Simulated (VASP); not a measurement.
# PbO (I-4m2) in VASP: settings compared, part 2 of 2

VASP 6.6.1. Earlier steps stand in the parts before.

**3. Single point, r2SCAN (epitaxial_xy strain +5.8%)**

The input, POSCAR:

```
PbO
1.0
    0.0000000000      2.9613857355      2.4637164582
    2.9613857355      0.0000000000      2.4637164582
    2.9613857355      2.9613857355      0.0000000000
Pb O
1 1
Direct
    0.0000000000      0.0000000000      0.0000000000
    0.2500000000      0.2500000000      0.2500000000
```

The input, INCAR.step1:

```
PREC = Accurate ; ENCUT = 520
ISMEAR = 0 ; SIGMA = 0.01
LREAL = F ; LASPH = T
NELM = 100 ; NBANDS = 17
GGA = PE ; ALGO = Normal
EDIFF = 1E-4 ; LWAVE = T
LCHARG = F
```

The input, INCAR.step2:

```
PREC = Accurate ; ENCUT = 520
EDIFF = 1E-6 ; ISMEAR = 0
SIGMA = 0.01 ; LREAL = F
LASPH = T ; NELM = 100
ALGO = Normal ; ISIF = 2
LWAVE = F ; LCHARG = F
METAGGA = R2SCAN ; LMIXTAU = T
NBANDS = 17 ; ISTART = 1
```

The input, KPOINTS:

```
Automatic mesh
0
Gamma
  8 8 8
```

Potentials or basis: VASP PAW PBE potentials, release 64 (Pb_d, O).

Run with:

```console
$ cat potpaw_PBE.64/Pb_d/POTCAR potpaw_PBE.64/O/POTCAR > POTCAR
$ cp INCAR.step1 INCAR
$ mpirun -np 1 vasp_std > vasp.out
$ cp INCAR.step2 INCAR
$ mpirun -np 1 vasp_std > vasp.out
```

OUTCAR:

```text
PREC = Accurate
   ENCUT = 520
   EDIFF = 1E-6
   ISMEAR = 0
   LREAL = F
   LASPH = T
   NELM = 100
   ISIF = 2
   METAGGA = R2SCAN
   ISTART = 1

 ion  position               nearest neighbor table
   1  0.000  0.000  0.000-   2 2.43   2 2.43   2 2.43   2 2.43
   2  0.250  0.250  0.250-   1 2.43   1 2.43   1 2.43   1 2.43

  LATTYP: Found a body centered tetragonal cell.
 ALAT       =     4.1880318706
 C/A-ratio  =     1.1765509597

  Lattice vectors:

 A1 = (   0.0000000000,  -2.9613857355,  -2.4637164582)
 A2 = (   0.0000000000,   2.9613857355,  -2.4637164582)
 A3 = (   2.9613857355,   0.0000000000,   2.4637164582)

Analysis of symmetry for initial positions (statically):
=====================================================================
 Subroutine PRICEL returns:
 Original cell was already a primitive cell.

 Routine SETGRP: Setting up the symmetry group for a
 body centered tetragonal supercell.

 Subroutine GETGRP returns: Found  8 space group operations
 (whereof  8 operations were pure point group operations)
 out of a pool of 16 trial point group operations.

The static configuration has the point symmetry D_2d.

Analysis of symmetry for dynamics (positions and initial velocities):
=====================================================================
 Subroutine PRICEL returns:
 Original cell was already a primitive cell.

 Routine SETGRP: Setting up the symmetry group for a
 body centered tetragonal supercell.

 Subroutine GETGRP returns: Found  8 space group operations
 (whereof  8 operations were pure point group operations)
 out of a pool of 16 trial point group operations.

The dynamic configuration has the point symmetry D_2d.

 Subroutine INISYM returns: Found  8 space group operations
 (whereof  8 operations are pure point group operations),
 and found     1 'primitive' translations

----------------------------------------------------------------------------------------

[... 113 lines left out ...]
  volume/ion in A,a.u.               =      21.61       145.81
  Fermi-wavevector in a.u.,A,eV,Ry     =   1.266333  2.393022 21.818294  1.603599
  Thomas-Fermi vector in A             =   2.399539
   LORBIT       =      0    0 simple, 1 ext, 2 COOP (PROOUT), +10 PAW based schemes
   METAGGA = R2SCAN    functional components
   LHFCALC =     F    Hartree Fock is set to
   AEXX    =    0.0000 exact exchange contribution
   IVDW    =     0    specifies the selected vdW correction
   LEPSILON=     F    determine dielectric tensor
   LRPA    =     F    only Hartree local field effects (RPA)
 non-spin polarized calculation
 Gauss-broadening in eV      SIGMA  =   0.01
  energy-cutoff  :      520.00
  volume of cell :       43.21
 maximum number of plane-waves:      1176
 NGX is ok and might be reduce to    30
   NGX = 15   NGY = 15   NGZ = 15

 number of electron      19.9999999 magnetization

 Free energy of the ion-electron system (eV)
  ---------------------------------------------------
  ext. energy  EPLUGINS =         0.00000000
  ---------------------------------------------------
  free energy    TOTEN  =       -64.15620916 eV

  energy without entropy =      -64.15620916  energy(sigma->0) =      -64.15620916

 E-fermi :   4.8300     XC(G=0): -10.0308

 val. band max:        4.7232343364   @ k =  -0.2500   0.2500   0.5000
 cond. band min:       5.2702546326   @ k =   0.5000   0.0000   0.5000
 fundamental gap:      0.5470202962
 Fermi energy:         4.8300267715

 k-point     1 :       0.0000    0.0000    0.0000
  band No.  band energies     occupation
      1     -14.1325      2.00000
      2     -12.4203      2.00000
      3     -12.4203      2.00000
      4     -12.2960      2.00000
      5     -12.2863      2.00000
      6     -12.2742      2.00000
[... 457 lines left out ...]
      4     -12.2776      2.00000
      5     -12.2443      2.00000
      6     -11.9102      2.00000
[... 9 lines left out ...]
     16      17.9612      0.00000
     17      19.4848      0.00000

 [... further k-points ...]

------------------------ aborting loop because EDIFF is reached ----------------------------------------

  FORCE on cell =-STRESS in cart. coord.  units (eV):
  Direction    XX          YY          ZZ          XY          YZ          ZX
  --------------------------------------------------------------------------------------
  -------------------------------------------------------------------------------------
  Total       -0.0379910     -0.0379910      0.0458368      0.0000000     -0.0000000      0.0000000
  in kB       -1.4085768     -1.4085768      1.6994737      0.0000000     -0.0000000      0.0000000
  external PRESSURE =      -0.3725600 kB  Pullay stress =       0.0000000 kB

 VOLUME and BASIS-vectors are now :
 -----------------------------------------------------------------------------
  energy-cutoff  :      520.00
  volume of cell :       43.21
      direct lattice vectors                 reciprocal lattice vectors
     0.000000000  2.961385735  2.463716458    -0.168839876  0.168839876  0.202945432
     2.961385735  0.000000000  2.463716458     0.168839876 -0.168839876  0.202945432
     2.961385735  2.961385735  0.000000000     0.168839876  0.168839876 -0.202945432

 POSITION                                       TOTAL-FORCE (eV/Angst)
 -----------------------------------------------------------------------------------
      0.00000      0.00000      0.00000         0.000000     -0.000000     -0.000000
      1.48069      1.48069      1.23186        -0.000000      0.000000      0.000000
 -----------------------------------------------------------------------------------
    total drift:                               -0.000002     -0.000002     -0.000006

  FREE ENERGIE OF THE ION-ELECTRON SYSTEM (eV)
  ---------------------------------------------------
  free  energy   TOTEN  =       -64.1562091610 eV

  energy  without entropy=      -64.1562091610  energy(sigma->0) =      -64.15620916
```

OUTCAR.step1:

```text
PREC = Accurate
   ENCUT = 520
   ISMEAR = 0
   LREAL = F
   LASPH = T
[... 703 lines left out ...]
 -----------------------------------------------------------------------------------
      0.00000      0.00000      0.00000        -0.000000     -0.000000      0.000000
      1.48069      1.48069      1.23186         0.000000      0.000000     -0.000000
 -----------------------------------------------------------------------------------
    total drift:                               -0.000000     -0.000000     -0.000002

  FREE ENERGIE OF THE ION-ELECTRON SYSTEM (eV)
  ---------------------------------------------------
  free  energy   TOTEN  =       -10.3244065228 eV

  energy  without entropy=      -10.3244065228  energy(sigma->0) =      -10.32440652
```

OSZICAR.step1:

```text
N       E                     dE             d eps       ncg     rms          rms(c)
DAV:   1     0.174345370807E+03    0.17435E+03   -0.10292E+04  2030   0.133E+03
DAV:   2     0.219158895806E+01   -0.17215E+03   -0.16370E+03  2107   0.346E+02
DAV:   3    -0.125456692103E+02   -0.14737E+02   -0.14646E+02  2500   0.108E+02
DAV:   4    -0.128458508533E+02   -0.30018E+00   -0.30001E+00  2471   0.170E+01
DAV:   5    -0.128557475594E+02   -0.98967E-02   -0.98961E-02  2723   0.302E+00    0.908E+00
DAV:   6    -0.106448036806E+02    0.22109E+01   -0.16560E+01  2995   0.303E+01    0.532E+00
DAV:   7    -0.103489158480E+02    0.29589E+00   -0.24280E+00  2428   0.124E+01    0.158E+00
DAV:   8    -0.104131065876E+02   -0.64191E-01   -0.72999E-01  2135   0.797E+00    0.191E+00
DAV:   9    -0.103236686598E+02    0.89438E-01   -0.15893E-01  2243   0.429E+00    0.311E-01
DAV:  10    -0.103243640117E+02   -0.69535E-03   -0.99077E-03  2190   0.758E-01    0.111E-01
DAV:  11    -0.103244065228E+02   -0.42511E-04   -0.61419E-04  2432   0.217E-01
   1 F= -.10324407E+02 E0= -.10324407E+02  d E =-.234760E-28
```

Run time: 3.5 min. Hardware: 1 thread of Intel Xeon Platinum 8488C (Sapphire Rapids), shared host; peak memory 0.2 GiB.

What came out:

```
Free energy            : -64.1562 eV
Pressure               : 0.0 GPa
Band gap on the k mesh : 0.55 eV, indirect (least direct gap 0.61 eV)
```

Levels at points of the mesh, in eV from the valence-band top:
| k point | band 6 | band 7 | band 8 | band 9 | band 10 | band 11 | band 12 | band 13 | band 14 | band 15 |
| --- | --- | --- | --- | --- | --- | --- | --- | --- | --- | --- |
| (0.00, 0.00, 0.00) | -17.00 | -7.17 | -2.66 | -2.66 | -2.25 | 5.28 | 5.95 | 5.95 | 8.57 | 11.72 |
| (0.50, 0.00, 0.00) | -16.48 | -8.15 | -3.24 | -2.73 | -2.42 | 2.46 | 5.19 | 6.29 | 9.21 | 11.95 |
| (0.50, 0.50, 0.00) | -16.16 | -7.44 | -4.17 | -4.17 | -0.88 | 0.64 | 5.71 | 5.71 | 6.93 | 10.99 |
| (0.50, 0.00, 0.50) | -16.49 | -8.48 | -3.50 | -3.47 | -0.07 | 0.55 | 5.47 | 6.67 | 7.40 | 11.25 |

Caveat: the PAW data sets were made with another functional, which shifts forces and pressure a little; spin-orbit coupling is left out, which as a rule narrows the gap of such compounds by several tenths of an eV.

**4. Single point, r2SCAN (uniaxial_z strain +5.2%)**

The input, POSCAR:

```
PbO
1.0
    0.0000000000      2.7987768033      2.9457125854
    2.7987768033      0.0000000000      2.9457125854
    2.7987768033      2.7987768033      0.0000000000
Pb O
1 1
Direct
    0.0000000000      0.0000000000      0.0000000000
    0.2500000000      0.2500000000      0.2500000000
```

The input, INCAR.step1:

```
SYSTEM = PbO
PREC = Accurate ; ENCUT = 520
ISMEAR = 0 ; SIGMA = 0.01
LREAL = .FALSE. ; LASPH = .TRUE.
NELM = 100 ; NBANDS = 17
GGA = PE ; ALGO = Normal
EDIFF = 1E-4 ; LWAVE = .TRUE.
LCHARG = .FALSE.
```

The input, INCAR.step2:

```
SYSTEM = PbO
PREC = Accurate ; ENCUT = 520
EDIFF = 1E-6 ; ISMEAR = 0
SIGMA = 0.01 ; LREAL = .FALSE.
LASPH = .TRUE. ; NELM = 100
ALGO = Normal ; ISIF = 2
LWAVE = .FALSE. ; LCHARG = .TRUE.
METAGGA = R2SCAN ; LMIXTAU = .TRUE.
LELF = .TRUE. ; LVHAR = .TRUE.
NBANDS = 17 ; ISTART = 1
```

The input, KPOINTS:

```
regular mesh
0
G
  8 8 8
  0 0 0
```

Potentials or basis: VASP PAW PBE potentials, release 64 (Pb_d, O).

Run with:

```console
$ cat potpaw_PBE.64/Pb_d/POTCAR potpaw_PBE.64/O/POTCAR > POTCAR
$ cp INCAR.step1 INCAR
$ mpirun -np 1 vasp_std > vasp.out
$ cp INCAR.step2 INCAR
$ mpirun -np 1 vasp_std > vasp.out
```

OUTCAR:

```text
SYSTEM = PbO
   PREC = Accurate
   ENCUT = 520
   EDIFF = 1E-6
   ISMEAR = 0
   LREAL = .FALSE.
   LASPH = .TRUE.
   NELM = 100
   ISIF = 2
   METAGGA = R2SCAN
   ISTART = 1

 ion  position               nearest neighbor table
   1  0.000  0.000  0.000-   2 2.47   2 2.47   2 2.47   2 2.47
   2  0.250  0.250  0.250-   1 2.47   1 2.47   1 2.47   1 2.47

  LATTYP: Found a body centered tetragonal cell.
 ALAT       =     3.9580681133
 C/A-ratio  =     1.4884597744

  Lattice vectors:

 A1 = (  -2.7987768033,   0.0000000000,   2.9457125854)
 A2 = (   2.7987768033,   0.0000000000,   2.9457125854)
 A3 = (   0.0000000000,   2.7987768033,  -2.9457125854)

Analysis of symmetry for initial positions (statically):
=====================================================================
 Subroutine PRICEL returns:
 Original cell was already a primitive cell.

 Routine SETGRP: Setting up the symmetry group for a
 body centered tetragonal supercell.

 Subroutine GETGRP returns: Found  8 space group operations
 (whereof  8 operations were pure point group operations)
 out of a pool of 16 trial point group operations.

[... 162 lines left out ...]

 E-fermi :   4.0742     XC(G=0):  -9.6749

 val. band max:        3.9397632925   @ k =  -0.2500   0.5000   0.2500
 cond. band min:       4.6497323595   @ k =   0.5000   0.0000   0.5000
 fundamental gap:      0.7099690670
 Fermi energy:         4.0742451939

 k-point     1 :       0.0000    0.0000    0.0000
  band No.  band energies     occupation
      1     -14.4229      2.00000
      2     -13.0075      2.00000
      3     -12.9672      2.00000
      4     -12.9672      2.00000
      5     -12.9064      2.00000
      6     -12.8990      2.00000
[... 457 lines left out ...]
      4     -12.9041      2.00000
      5     -12.8695      2.00000
      6     -12.5013      2.00000
[... 9 lines left out ...]
     16      16.8399      0.00000
     17      17.8890      0.00000

 [... further k-points ...]

------------------------ aborting loop because EDIFF is reached ----------------------------------------

  FORCE on cell =-STRESS in cart. coord.  units (eV):
  Direction    XX          YY          ZZ          XY          YZ          ZX
  --------------------------------------------------------------------------------------
  -------------------------------------------------------------------------------------
  Total       -0.8329929     -0.8329929     -1.0504411      0.0000000      0.0000000      0.0000000
  in kB      -28.9197783    -28.9197783    -36.4691280      0.0000000      0.0000000      0.0000000
  external PRESSURE =     -31.4362282 kB  Pullay stress =       0.0000000 kB

 VOLUME and BASIS-vectors are now :
 -----------------------------------------------------------------------------
  energy-cutoff  :      520.00
  volume of cell :       46.15
      direct lattice vectors                 reciprocal lattice vectors
     0.000000000  2.798776803  2.945712585    -0.178649473  0.178649473  0.169738216
     2.798776803  0.000000000  2.945712585     0.178649473 -0.178649473  0.169738216
     2.798776803  2.798776803  0.000000000     0.178649473  0.178649473 -0.169738216

 POSITION                                       TOTAL-FORCE (eV/Angst)
 -----------------------------------------------------------------------------------
      0.00000      0.00000      0.00000         0.000000      0.000000     -0.000000
      1.39939      1.39939      1.47286        -0.000000     -0.000000      0.000000
 -----------------------------------------------------------------------------------
    total drift:                               -0.000001     -0.000001      0.000001

  FREE ENERGIE OF THE ION-ELECTRON SYSTEM (eV)
  ---------------------------------------------------
  free  energy   TOTEN  =       -64.1443743894 eV

  energy  without entropy=      -64.1443743894  energy(sigma->0) =      -64.14437439
```

It took 3 min on 1 thread of Intel Xeon Platinum 8488C (Sapphire Rapids), shared host; peak memory 0.19 GiB.

What came out:

```yaml
Free_energy: -64.1444 eV
Pressure: -3.1 GPa
Band_gap_on_the_k_mesh: 0.71 eV, indirect (least direct gap 0.85 eV)
```

Stress tensor (GPa, compression positive):
```
-2.89  0.00  0.00
 0.00 -2.89  0.00
 0.00  0.00 -3.65
```

Levels at points of the mesh, in eV from the valence-band top:
```csv
k point,band 8,band 9,band 10,band 11,band 12,band 13
"(0.00, 0.00, 0.00)",-2.28,-2.13,-2.13,5.42,5.42,5.59
"(0.50, 0.00, 0.00)",-2.70,-2.53,-2.15,2.61,5.51,5.83
"(0.50, 0.50, 0.00)",-3.23,-3.23,-0.09,0.76,6.17,6.17
"(0.50, 0.00, 0.50)",-3.41,-3.38,-0.27,0.71,5.70,6.28
```

Caveat: the PAW data sets were made with another functional, which shifts forces and pressure a little; spin-orbit coupling is left out, which as a rule narrows the gap of such compounds by several tenths of an eV. A k mesh can miss the band edges.

**5. Single point, PBE (epitaxial_xy strain +5.8%)**

The input, INCAR:

```
SYSTEM = PbO
PREC     = Accurate       ! precision mode
ENCUT    = 520            ! plane-wave cutoff, eV
EDIFF    = 1E-6           ! SCF threshold, eV
ISMEAR   = -1             ! smearing method
SIGMA    = 0.02           ! smearing width, eV
LREAL    = .False.        ! projectors in reciprocal space
LASPH    = .True.         ! aspherical terms in the spheres
NELM     = 100            ! most SCF steps
ALGO     = Fast           ! electronic algorithm
ISIF     = 2              ! what is computed and relaxed
LWAVE    = .False.        ! write WAVECAR
LCHARG   = .True.         ! write CHGCAR
GGA      = PE             ! functional
LELF     = .True.         ! ELF
LVHAR    = .True.       
NBANDS   = 17             ! bands
```

The input, KPOINTS:

```
regular mesh
0
Gamma
  8 8 8
  0 0 0
```

The input, POSCAR:

```
PbO
1.0
    0.0000000000      2.9613857355      2.4637164582
    2.9613857355      0.0000000000      2.4637164582
    2.9613857355      2.9613857355      0.0000000000
Pb O
1 1
Direct
    0.0000000000      0.0000000000      0.0000000000
    0.2500000000      0.2500000000      0.2500000000
```

Run with:

```console
$ cat potpaw_PBE.64/Pb_d/POTCAR potpaw_PBE.64/O/POTCAR > POTCAR
$ mpirun -np 1 vasp_std > vasp.out
```

It took 65 s on 1 thread of Intel Xeon Platinum 8488C (Sapphire Rapids), shared host; peak memory 0.19 GiB.

The run converged. Its results:

```
Free energy            : -10.3244 eV
Pressure               : 2.0 GPa
Band gap on the k mesh : 0.35 eV, indirect (least direct gap 0.42 eV)
```

Stress tensor (GPa, compression positive):
```
1.96 0.00 0.00
0.00 1.96 0.00
0.00 0.00 2.22
```

Levels at points of the mesh, in eV from the valence-band top:
```csv
k point,band 8,band 9,band 10,band 11,band 12,band 13
"(0.00, 0.00, 0.00)",-2.52,-2.52,-2.10,4.97,5.58,5.58
"(0.50, 0.00, 0.00)",-3.11,-2.59,-2.39,2.29,4.85,5.94
"(0.50, 0.50, 0.00)",-4.02,-4.02,-0.84,0.47,5.34,5.34
"(0.50, 0.00, 0.50)",-3.36,-3.31,-0.07,0.35,5.16,6.38
```

Caveat: spin-orbit coupling is left out, which as a rule narrows the gap of such compounds by several tenths of an eV. A k mesh can miss the band edges.

**6. Overview**

| level | cell | smearing | gap on the mesh (eV) | pressure (GPa) |
| --- | --- | --- | --- | --- |
| PBE | uniaxial_z strain +5.2% | fermi-dirac 0.02 eV | 0.53 | -1.1 |
| r2SCAN | epitaxial_xy strain +5.8% | gaussian 0.01 eV | 0.55 | 0.0 |
| r2SCAN | uniaxial_z strain +5.2% | gaussian 0.01 eV | 0.71 | -3.1 |
| PBE | epitaxial_xy strain +5.8% | fermi-dirac 0.02 eV | 0.35 | 2.0 |

Alike in all rows: task single point; potentials or basis VASP PAW PBE potentials, release 64 (Pb_d, O); no spin polarisation; k mesh 8 × 8 × 8; cutoff (eV) 520.

Caveats: spin-orbit coupling is left out, which as a rule narrows the gap of such compounds by several tenths of an eV; the PAW data sets were made with another functional, which shifts forces and pressure a little (some runs).

Absolute energies hang on the potentials; compare differences alone.
